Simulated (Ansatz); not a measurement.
# Dielectric response of NaH (001) films

Aim: the electronic and static ε of rocksalt NaH (001) from films of three thicknesses in a field.

Method: plane-wave DFT, PBE, Ansatz PAW, in the first sound run; inputs show where later runs differ, in Ansatz 0.2.0.

### Step 1. Set-up

The cell holds 6 atoms: 3 Na and 3 H. Its edges and angles: a = 3.451 Å, b = 3.451 Å, c = 22.880 Å, α = 90.0°, β = 90.0°, γ = 90.0°. It derives from NaH (rocksalt NaH). Vacuum lies along c.

As a file:

```cif
data_structure
_symmetry_space_group_name_H-M 'P 1'
_symmetry_Int_Tables_number 1
_cell_length_a 3.4507
_cell_length_b 3.4507
_cell_length_c 22.8800
_cell_angle_alpha 90.000
_cell_angle_beta 90.000
_cell_angle_gamma 90.000
_cell_volume 272.44
loop_
_atom_site_label
_atom_site_type_symbol
_atom_site_fract_x
_atom_site_fract_y
_atom_site_fract_z
_atom_site_occupancy
Na1 Na 0.50000 0.50000 0.39336 1
H2 H 0.00000 0.00000 0.39336 1
Na3 Na 0.00000 0.00000 0.50000 1
H4 H 0.50000 0.50000 0.50000 1
Na5 Na 0.50000 0.50000 0.60664 1
H6 H 0.00000 0.00000 0.60664 1
```

### Step 2. Relaxation, 6 atoms, units 3

The structure is relaxed first, because levels and dipoles at a surface follow the positions of the outer atoms.

input.yaml

```yaml
crystal:
  lattice:
    - [3.45068109, 0.0, 0.0]
    - [0.0, 3.45068109, 0.0]
    - [0.0, 0.0, 22.88]
  atoms:
    - { symbol: Na, position: [0.5, 0.5, 0.3933566434] }
    - { symbol: H, position: [0.0, 0.0, 0.3933566434] }
    - { symbol: Na, position: [0.0, 0.0, 0.5] }
    - { symbol: H, position: [0.5, 0.5, 0.5] }
    - { symbol: Na, position: [0.5, 0.5, 0.6066433566] }
    - { symbol: H, position: [0.0, 0.0, 0.6066433566] }
kpoints:
  mp_grid: { grid: [8, 8, 1] }
hamiltonian:
  xc: pbe
scf:
  occupations: { method: fixed }
  convergence: { dr2_threshold: 1.0e-09 }
efield:
  axis: 3
  dipole_correction: true
  ramp_position: 0.97
  ramp_width: 0.06
relax:
  f_tol: 0.003
  max_steps: 100
output:
  write_potential: true
  write_density: true
  volumetric_format: npy
```

Launch:

```console
> ansatz run input.yaml --threads 8 --pin off --max-ram 12288MiB --backend cpu --events-out ev --progress --plain --runs-dir out
```

Numbers of over 12 decimals in the logs are rounded to 6 here.

Log:

```text
Engine: ansatz 0.2.0, aarch64-unknown-linux-gnu
Pseudopotentials: kind: paw
Pseudopotential: Na, paw, valence charge 9, recommended cutoff 420 eV (normal), Na.paw.azcp
Pseudopotential: H, paw, valence charge 1, recommended cutoff 420 eV (normal), H.paw.azcp
Functional definition: PBE
  parameter kappa = 0.804
  parameter beta = 0.066725
  exchange = pbe_x(kappa = kappa, mu = beta*pi^2/3)
  correlation = pbe_c(beta = beta)
Crystal: 6 atoms, lattice volume = 272.437 Å³
Basis set: ecut = 420 eV, 5297 PW (Γ), exchange–correlation on 48×48×320 points (8 copies of the dense FFT grid, shifted against one another)
Bands: 21, of which v1, the nominal top of the filled ones, is band 15 counted from 1 (14 counted from 0)
Symmetry: 8 space group operations
k-points: 15 of 64
Non-local potential: Na, projectors of the file, l = 0: 3, l = 1: 2, l = 2: 1
Non-local potential: H, projectors of the file, l = 0: 2, l = 1: 1
PAW form: soft (Blöchl's): semilocal exchange-correlation on the pseudo side does not see the compensation charge
PAW one-centre angular grid: Na, 110 points (default); XC on 64 Gauss nodes
PAW one-centre angular grid: H, 110 points (default); XC on 64 Gauss nodes
Initial density: superposition of atomic densities (neutral atoms: chi_scale 0, normalization atom), corrected by the library's trained network
Initial wavefunctions: pseudopotential atomic-orbital guess
Functional: x = pbe(κ = 0.804, μ = 0.219515), c = pbe(β = 0.066725)
SCF iter   1: F=—  HF=-4507.723212 eV  |F-HF|=—  |Δ(HF+E_count)|=         —  Δρ=5.68e-4  dr2=1.43e-3  ethr=1.77e-3  p=-0.000 e·Å  D=-1.26e-14 V/Å  ΔV_dip=0.00 eV  dr2_dipole=2.84e-13  V_vac-E_F(+/−)=4.12/4.12 eV  ⟨swp⟩=4.7  Hψ=1228  notcnv=0  defer=50
efield: sawtooth ramp at fractional position 0.9700 (set: `efield.ramp_position`, or a place that a band, a saddle search or an elastic batch's reference lends), width 0.0600; the density the first Hamiltonian is built on has a dipole p = -0.000 e·Å; the dipole correction subtracts the counter field D = -1.26e-14 V/Å, which shifts the + side's vacuum level by +0.00 eV against the − side's; the planar-averaged density in the ramp window peaks in size at 7.2e-6 e/Å³
preconditioner: auto → Resta (q_TF=auto, 1.889 Å⁻¹)  ε∞=1.7  [insulator: Δε(μ)=3.079 eV  Ē_g=6.392 eV  n_scr=24 (ndim 8)  ℏωp=5.5 eV  f_vac=0.642  ε∞_Penn≈1.7  vacuum switching on, ρ_ref=3.0e-3 e/Å³]
SCF iter   2: F=—  HF=-4507.723000 eV  |F-HF|=—  |Δ(HF+E_count)|=   2.12e-4  Δρ=2.46e-4  dr2=2.42e-4  ethr=4.78e-6  p=0.000 e·Å  D=8.91e-8 V/Å  ΔV_dip=-0.00 eV  dr2_dipole=1.15e-12  V_vac-E_F(+/−)=4.12/4.12 eV  ⟨swp⟩=2.6  Hψ=666  notcnv=0  defer=60
density mixer auto → msr1: gapped (density of states about μ 0.01 of a free-electron gas's, 24 screened modes)
SCF iter   3: F=—  HF=-4507.723493 eV  |F-HF|=—  |Δ(HF+E_count)|=   4.92e-4  Δρ=9.62e-5  dr2=2.41e-5  ethr=8.07e-7  p=-0.000 e·Å  D=-4.25e-7 V/Å  ΔV_dip=0.00 eV  dr2_dipole=1.17e-12  V_vac-E_F(+/−)=4.11/4.11 eV  ⟨swp⟩=2.5  Hψ=514  notcnv=0  defer=60
SCF iter   4: F=—  HF=-4507.723561 eV  |F-HF|=—  |Δ(HF+E_count)|=   6.82e-5  Δρ=3.17e-5  dr2=3.29e-6  ethr=8.02e-8  p=-0.000 e·Å  D=-3.11e-9 V/Å  ΔV_dip=0.00 eV  dr2_dipole=1.06e-15  V_vac-E_F(+/−)=4.11/4.11 eV  ⟨swp⟩=2.1  Hψ=474  notcnv=0  defer=54
SCF iter   5: F=—  HF=-4507.723587 eV  |F-HF|=—  |Δ(HF+E_count)|=   2.64e-5  Δρ=5.45e-6  dr2=5.12e-8  ethr=1.10e-8  p=0.000 e·Å  D=9.93e-9 V/Å  ΔV_dip=-0.00 eV  dr2_dipole=1.66e-14  V_vac-E_F(+/−)=4.11/4.11 eV  ⟨swp⟩=2.0  Hψ=374  notcnv=0  defer=53
SCF iter   6: F=—  HF=-4507.723588 eV  |F-HF|=—  |Δ(HF+E_count)|=   5.14e-7  Δρ=8.39e-7  dr2=1.99e-9  ethr=1.71e-10  p=-0.000 e·Å  D=-4.71e-8 V/Å  ΔV_dip=0.00 eV  dr2_dipole=1.90e-14  V_vac-E_F(+/−)=4.11/4.11 eV  ⟨swp⟩=2.0  Hψ=527  notcnv=0  defer=53
SCF iter   7: F=-4507.723588 eV  HF=-4507.723588 eV  |F-HF|=3.57e-9  |Δ(HF+E_count)|=   6.55e-8  Δρ=2.77e-7  dr2=9.02e-11  ethr=3.33e-12  p=0.000 e·Å  D=4.06e-8 V/Å  ΔV_dip=-0.00 eV  dr2_dipole=1.05e-14  V_vac-E_F(+/−)=4.11/4.11 eV  ⟨swp⟩=7.1  Hψ=1506  notcnv=0
SCF 1 converged in 7 iterations: F = -4507.723588 eV  dr2 = 9.02e-11
  greatest PAW one-centre occupation: 0.999 electrons in one spin orbital (limit 2), on the Na atom at site 0 (counted from 0), in its partial waves of l = 0
relax step   1: F+E_penalty+E_count = -4507.72358774 eV  Δ(F+E_penalty+E_count) = +0.000e0 eV  max|allowed force component| = 8.402e-2 eV/Å  Δτ_max = 0.0000 Å  (7 SCF iters, accepted)
Initial density: handed on by an earlier stage of this run
Initial wavefunctions: those handed on with the density
iter 1 solved again at ethr=2.29e-5 eV; its pass at ethr=3.10e-3 eV (dr2=6.87e-3 eV) is discarded
SCF iter   1: F=—  HF=-4507.712592 eV  |F-HF|=—  |Δ(HF+E_count)|=         —  Δρ=6.94e-4  dr2=6.86e-3  ethr=2.29e-5  p=0.000 e·Å  D=4.06e-8 V/Å  ΔV_dip=-0.00 eV  dr2_dipole=1.50e-13  V_vac-E_F(+/−)=4.11/4.11 eV  ⟨swp⟩=1.9  Hψ=1358  notcnv=0  defer=53
efield: sawtooth ramp at fractional position 0.9700 (set: `efield.ramp_position`, or a place that a band, a saddle search or an elastic batch's reference lends), width 0.0600; the density the first Hamiltonian is built on has a dipole p = 0.000 e·Å; the dipole correction subtracts the counter field D = 4.06e-8 V/Å, which shifts the + side's vacuum level by -0.00 eV against the − side's; the planar-averaged density in the ramp window peaks in size at 4.7e-6 e/Å³
preconditioner: auto → Resta (q_TF=auto, 1.889 Å⁻¹)  ε∞=1.7  [insulator: Δε(μ)=3.514 eV  Ē_g=6.667 eV  n_scr=24 (ndim 8)  ℏωp=5.5 eV  f_vac=0.649  ε∞_Penn≈1.7  vacuum switching on, ρ_ref=3.2e-3 e/Å³]
SCF iter   2: F=—  HF=-4507.713930 eV  |F-HF|=—  |Δ(HF+E_count)|=   1.34e-3  Δρ=5.02e-4  dr2=1.72e-3  ethr=2.29e-5  p=-0.000 e·Å  D=-9.59e-8 V/Å  ΔV_dip=0.00 eV  dr2_dipole=3.68e-16  V_vac-E_F(+/−)=4.24/4.24 eV  ⟨swp⟩=2.9  Hψ=374  notcnv=0  defer=60  κ⁻¹=1.0e0(r=1)
density mixer auto → broyden: gapped, where msr1 would fit the directions that read negative (density of states about μ 0.00 of a free-electron gas's, 24 screened modes)
SCF iter   3: F=—  HF=-4507.714604 eV  |F-HF|=—  |Δ(HF+E_count)|=   6.74e-4  Δρ=2.11e-4  dr2=2.21e-4  ethr=5.72e-6  p=-0.000 e·Å  D=-1.08e-7 V/Å  ΔV_dip=0.00 eV  dr2_dipole=8.73e-15  V_vac-E_F(+/−)=4.34/4.34 eV  ⟨swp⟩=2.9  Hψ=382  notcnv=0  defer=60  κ⁻¹=5.8e-2(r=2)
SCF iter   4: F=—  HF=-4507.714809 eV  |F-HF|=—  |Δ(HF+E_count)|=   2.05e-4  Δρ=3.73e-5  dr2=3.20e-6  ethr=7.37e-7  p=-0.000 e·Å  D=-4.72e-8 V/Å  ΔV_dip=0.00 eV  dr2_dipole=1.42e-14  V_vac-E_F(+/−)=4.39/4.39 eV  ⟨swp⟩=2.3  Hψ=368  notcnv=0  defer=60  κ⁻¹=1.1e-3(r=3)
[...]
density mixer auto → broyden: gapped, where msr1 would fit the directions that read negative (density of states about μ 0.01 of a free-electron gas's, 24 screened modes)
SCF iter   3: F=—  HF=-4507.727443 eV  |F-HF|=—  |Δ(HF+E_count)|=   8.67e-6  Δρ=1.37e-4  dr2=7.85e-5  ethr=2.05e-6  p=-0.000 e·Å  D=-7.70e-9 V/Å  ΔV_dip=0.00 eV  dr2_dipole=1.47e-14  V_vac-E_F(+/−)=4.23/4.23 eV  ⟨swp⟩=2.0  Hψ=363  notcnv=0  defer=60  κ⁻¹=1.2e-2(r=2)
SCF iter   4: F=—  HF=-4507.727536 eV  |F-HF|=—  |Δ(HF+E_count)|=   9.30e-5  Δρ=2.22e-5  dr2=1.67e-6  ethr=2.62e-7  p=-0.000 e·Å  D=-9.43e-8 V/Å  ΔV_dip=0.00 eV  dr2_dipole=2.85e-14  V_vac-E_F(+/−)=4.20/4.20 eV  ⟨swp⟩=2.0  Hψ=359  notcnv=0  defer=59  κ⁻¹=5.1e-4(r=3)
SCF iter   5: F=—  HF=-4507.727538 eV  |F-HF|=—  |Δ(HF+E_count)|=   2.15e-6  Δρ=5.56e-6  dr2=8.63e-8  ethr=5.58e-9  p=-0.000 e·Å  D=-9.91e-9 V/Å  ΔV_dip=0.00 eV  dr2_dipole=1.12e-15  V_vac-E_F(+/−)=4.20/4.20 eV  ⟨swp⟩=2.0  Hψ=363  notcnv=0  defer=45  κ⁻¹=1.6e-5(r=4)
SCF iter   6: F=—  HF=-4507.727538 eV  |F-HF|=—  |Δ(HF+E_count)|=   2.72e-8  Δρ=1.55e-6  dr2=8.12e-9  ethr=2.88e-10  p=-0.000 e·Å  D=-2.60e-8 V/Å  ΔV_dip=0.00 eV  dr2_dipole=2.18e-17  V_vac-E_F(+/−)=4.20/4.20 eV  ⟨swp⟩=2.0  Hψ=338  notcnv=0  defer=47  κ⁻¹=1.5e-6(r=5)
SCF iter   7: F=-4507.727538 eV  HF=-4507.727538 eV  |F-HF|=1.17e-8  |Δ(HF+E_count)|=   5.24e-9  Δρ=4.60e-7  dr2=5.52e-10  ethr=3.33e-12  p=-0.000 e·Å  D=-3.01e-8 V/Å  ΔV_dip=0.00 eV  dr2_dipole=2.67e-15  V_vac-E_F(+/−)=4.20/4.20 eV  ⟨swp⟩=7.1  Hψ=1387  notcnv=0
SCF 3 converged in 7 iterations: F = -4507.727538 eV  dr2 = 5.52e-10
relax step   3: F+E_penalty+E_count = -4507.72753821 eV  Δ(F+E_penalty+E_count) = -3.950e-3 eV  max|allowed force component| = 1.646e-2 eV/Å  Δτ_max = 0.0495 Å  (7 SCF iters, accepted)
SCF iter   1: F=—  HF=-4507.727938 eV  |F-HF|=—  |Δ(HF+E_count)|=         —  Δρ=3.99e-4  dr2=8.19e-4  ethr=1.12e-5  p=-0.000 e·Å  D=-3.01e-8 V/Å  ΔV_dip=0.00 eV  dr2_dipole=2.17e-14  V_vac-E_F(+/−)=4.20/4.20 eV  ⟨swp⟩=3.4  Hψ=671  notcnv=0  defer=60
efield: sawtooth ramp at fractional position 0.9700 (set: `efield.ramp_position`, or a place that a band, a saddle search or an elastic batch's reference lends), width 0.0600; the density the first Hamiltonian is built on has a dipole p = -0.000 e·Å; the dipole correction subtracts the counter field D = -3.01e-8 V/Å, which shifts the + side's vacuum level by +0.00 eV against the − side's; the planar-averaged density in the ramp window peaks in size at 8.8e-6 e/Å³
preconditioner: auto → Resta (q_TF=auto, 1.889 Å⁻¹)  ε∞=1.7  [insulator: Δε(μ)=3.245 eV  Ē_g=6.556 eV  n_scr=24 (ndim 8)  ℏωp=5.5 eV  f_vac=0.646  ε∞_Penn≈1.7  vacuum switching on, ρ_ref=3.1e-3 e/Å³]
SCF iter   2: F=—  HF=-4507.727736 eV  |F-HF|=—  |Δ(HF+E_count)|=   2.02e-4  Δρ=1.57e-4  dr2=7.55e-5  ethr=2.73e-6  p=0.000 e·Å  D=2.19e-8 V/Å  ΔV_dip=-0.00 eV  dr2_dipole=4.19e-15  V_vac-E_F(+/−)=4.19/4.19 eV  ⟨swp⟩=1.7  Hψ=452  notcnv=0  defer=58  κ⁻¹=1.0e0(r=1)
density mixer auto → broyden: gapped, where msr1 would fit the directions that read negative (density of states about μ 0.01 of a free-electron gas's, 24 screened modes)
SCF iter   3: F=—  HF=-4507.727721 eV  |F-HF|=—  |Δ(HF+E_count)|=   1.52e-5  Δρ=3.73e-5  dr2=3.87e-6  ethr=2.52e-7  p=-0.000 e·Å  D=-8.05e-9 V/Å  ΔV_dip=0.00 eV  dr2_dipole=2.25e-16  V_vac-E_F(+/−)=4.18/4.18 eV  ⟨swp⟩=2.0  Hψ=340  notcnv=0  defer=54  κ⁻¹=8.6e-3(r=2)
SCF iter   4: F=—  HF=-4507.727719 eV  |F-HF|=—  |Δ(HF+E_count)|=   2.02e-6  Δρ=7.01e-6  dr2=1.73e-7  ethr=1.29e-8  p=0.000 e·Å  D=8.42e-10 V/Å  ΔV_dip=-0.00 eV  dr2_dipole=2.15e-15  V_vac-E_F(+/−)=4.19/4.19 eV  ⟨swp⟩=1.9  Hψ=310  notcnv=0  defer=23  κ⁻¹=3.5e-4(r=3)
SCF iter   5: F=—  HF=-4507.727730 eV  |F-HF|=—  |Δ(HF+E_count)|=   1.11e-5  Δρ=2.56e-6  dr2=1.05e-8  ethr=5.78e-10  p=-0.000 e·Å  D=-2.53e-8 V/Å  ΔV_dip=0.00 eV  dr2_dipole=3.40e-15  V_vac-E_F(+/−)=4.19/4.19 eV  ⟨swp⟩=2.0  Hψ=339  notcnv=0  defer=27  κ⁻¹=4.8e-6(r=4)
SCF iter   6: F=—  HF=-4507.727730 eV  |F-HF|=—  |Δ(HF+E_count)|=   2.79e-8  Δρ=9.94e-7  dr2=4.05e-9  ethr=3.33e-12  p=0.000 e·Å  D=1.10e-8 V/Å  ΔV_dip=-0.00 eV  dr2_dipole=2.17e-15  V_vac-E_F(+/−)=4.19/4.19 eV  ⟨swp⟩=7.3  Hψ=1503  notcnv=0  κ⁻¹=8.7e-7(r=5)
SCF iter   7: F=-4507.727730 eV  HF=-4507.727730 eV  |F-HF|=3.24e-10  |Δ(HF+E_count)|=  3.43e-10  Δρ=1.46e-7  dr2=5.58e-11  ethr=3.33e-12  p=0.000 e·Å  D=3.48e-8 V/Å  ΔV_dip=-0.00 eV  dr2_dipole=3.15e-16  V_vac-E_F(+/−)=4.19/4.19 eV  ⟨swp⟩=4.5  Hψ=1355  notcnv=0
SCF 4 converged in 7 iterations: F = -4507.727730 eV  dr2 = 5.58e-11
relax step   4: F+E_penalty+E_count = -4507.72773024 eV  Δ(F+E_penalty+E_count) = -1.920e-4 eV  max|allowed force component| = 9.590e-4 eV/Å  Δτ_max = 0.0117 Å  (7 SCF iters, accepted)
NSCF: frozen V_eff on 15 k-points
the band table was solved once a step of the walk had ended and its energy, with any forces and stress, was formed, with the checks that follow a solve (2190 applications of the Hamiltonian). They found nothing against the state; the energy, forces and stress were not computed again (output.eigenvalues in the input reference)
SCF converged after 7 iterations
Stability not checked: this state was not tested for a lower state beside it, because the mixer in use, unlike msr1, does not test its closes by its own steps (another_mixer; see scf.mixing.algorithm and scf.lower_state_search)
Free energy (F): -4507.727730 eV
Harris-Foulkes:  -4507.727730 eV  (|F-HF|=3.24e-10)
Internal energy: -4507.727730 eV  (E = F + TS)
E sigma→0 (E₀):  -4507.727730 eV
Fermi energy:    -2.550987 eV
Dipole field:    D = 0.000000 V/Å  (p = 0.000000 e·Å, saw-weighted, corrected)
Work function:   Φ+ = 4.1877 eV   Φ− = 4.1876 eV
Levels:          The Fermi level and band energies are counted from a zero that moves with the ramp; work functions are not
--- Per-component energies (eV) ---
  E_band       = -793.326590
  E_kinetic    = 401.093681
  E_local      = -16833.883802  (includes V_loc(G=0)·N_el)
  E_nonlocal   = 349.362390
  E_hartree    = 7797.951852
  E_xc         = -143.769161
  E_vxc        = -184.858049  (∫ρ·V_xc dr)
  E_paw        = -790.684159  (= ΣΔE_a)
  E_vpaw       = -120.941574  (= ΣTr[D̂ρ^β])
  E_aug_tail   = -0.003272  (compensation charges beyond the density's cutoff)
  E_efield     = 0.000000  (sawtooth field / dipole correction)
  E_vefield    = -0.000000  (∫n·V_field dr)
  E_ewald      = 4712.204740
  E_smearing   = -0.000000  (= −TS)
  E_closure    = 0.000000  (closes the sum)
  Σ components = -4507.727730   (vs F -4507.727730, Δ=0.00e0)
--- Forces (eV/Å), atoms counted from 1 ---
  atom   1  Na    -0.00000000     0.00000000     0.00095873
  atom   2  H      0.00000000     0.00000000     0.00082669
  atom   3  Na    -0.00000000     0.00000000    -0.00000015
  atom   4  H     -0.00000000     0.00000000     0.00000017
  atom   5  Na     0.00000000     0.00000000    -0.00095895
  atom   6  H     -0.00000000     0.00000000    -0.00082645
  max |Σ_I F_I| component: 4.03e-8 eV/Å
--- Band table (eV; the first three rows and the last of 15) ---
  k-point 0: bands = [... 11 lower, -24.8715, -5.9176, -4.8305, -3.5597, 0.6688, 0.8840, 1.8770, 2.2978, ... 2 higher]
  k-point 1: bands = [... 11 lower, -24.8710, -5.7473, -4.6785, -3.4611, 0.8535, 1.0315, 2.0565, 2.4879, ... 2 higher]
  k-point 2: bands = [... 11 lower, -24.8697, -5.2563, -4.2571, -3.2472, 1.3529, 1.3900, 2.5397, 2.9179, ... 2 higher]
  k-point 14: bands = [... 11 lower, -24.8790, -2.8811, -2.6513, -2.5510, 2.1737, 2.1737, 3.3298, 3.3298, ... 2 higher]
--- Relaxed structure (4 steps of the walk, 3 accepted, 0 SCFs on fresh bases) ---
  F+E_penalty+E_count = -4507.72773024 eV   max|allowed force component| = 9.590e-4 eV/Å
  atoms:
    - { symbol: Na, position: [0.5, 0.5, 0.395781] }
    - { symbol: H, position: [0, 0.0, 0.394596] }
    - { symbol: Na, position: [0, 0.0, 0.500000] }
    - { symbol: H, position: [0.5, 0.5, 0.500000] }
    - { symbol: Na, position: [0.5, 0.5, 0.604219] }
    - { symbol: H, position: [0, 0.0, 0.605404] }
```

The job ended after 5.3 s (8 threads of Arm Neoverse N1, shared host; peak memory 0.64 GiB).

Step by step:

```
step  energy less that of the first step (eV)  largest force component (eV/Å)
   1                                   0.0000                          0.0840
   2                                   0.0088                          0.1686
   3                                  -0.0040                          0.0165
   4                                  -0.0041                          0.0010
```

Relaxation step 2 was tried and not accepted.

The run keeps the 8 symmetry operations that it works with, so distortions that break them were not tested.

The atoms that moved most (Å):

```
atom     dx     dy      dz  length
 Na1  0.000  0.000   0.055   0.055
 Na5  0.000  0.000  -0.055   0.055
  H6  0.000  0.000  -0.028   0.028
  H2  0.000  0.000   0.028   0.028
```

Final coordinates:

```xyz
6
Lattice="3.4507 0.0000 0.0000 0.0000 3.4507 0.0000 0.0000 0.0000 22.8800" Properties=species:S:1:pos:R:3
Na    1.7253    1.7253    9.0555
H     0.0000    0.0000    9.0284
Na    0.0000    0.0000   11.4400
H     1.7253    1.7253   11.4400
Na    1.7253    1.7253   13.8245
H     0.0000    0.0000   13.8516
```

This step gave:

```
gap on the k-mesh             : 3.220 eV
dipole along the normal       : 2.15e-8 e·Å
ionisation energy, upper face : 4.188 eV
electron affinity, upper face : 0.9679 eV
```

Running mean over 2.44 Å of the planar mean; the ramp of the sawtooth is left out. The electron's electrostatic potential energy less the highest filled level by z:

```
z (Å)  electron's electrostatic potential energy less the highest filled level (eV)
  3.5                                                                          4.19
  4.0                                                                          4.19
  4.5                                                                          4.19
  5.0                                                                          4.19
  5.5                                                                          4.18
  6.0                                                                          4.17
  6.5                                                                          4.11
  7.0                                                                          3.94
  7.5                                                                          3.24
  8.0                                                                          1.43
  8.5                                                                         0.388
  9.0                                                                         0.144
  9.5                                                                        0.0720
 10.0                                                                       -0.0438
 10.5                                                                       -0.0301
 11.0                                                                        0.0895
 11.5                                                                         0.107
 12.0                                                                        0.0734
 12.5                                                                       -0.0601
 13.0                                                                      -0.00858
 13.5                                                                        0.0866
 14.0                                                                         0.176
 14.5                                                                         0.524
 15.0                                                                          1.89
 15.5                                                                          3.51
 16.0                                                                          4.00
 16.5                                                                          4.13
 17.0                                                                          4.17
 17.5                                                                          4.18
 18.0                                                                          4.19
 18.5                                                                          4.19
 19.0                                                                          4.19
 19.5                                                                          4.19
```

The relaxation took 4 steps and lowered the energy by 0.0041 eV; the largest force on the free atoms ends at 9.6e-4 eV/Å.

The gap is 3.22 eV, with the valence edge 4.19 eV and the conduction edge 0.97 eV under the upper vacuum level.

[end of part 1 of 5]

[Logs are printed without paths, hosts, clocks, repeated set-up lines and the standing remarks that a program may print on its own settings, such as how far it seeks lower states.]

[Hosts, paths, dates, database ids (printed as entryN), source tags and the programs' standing remarks are cut or masked in the printed files.]

[Maps of the electrostatic potential energy from Ansatz leave out the sawtooth potential of an applied field or a dipole correction, so their vacuum need not be flat; planar profiles and work functions include it.]
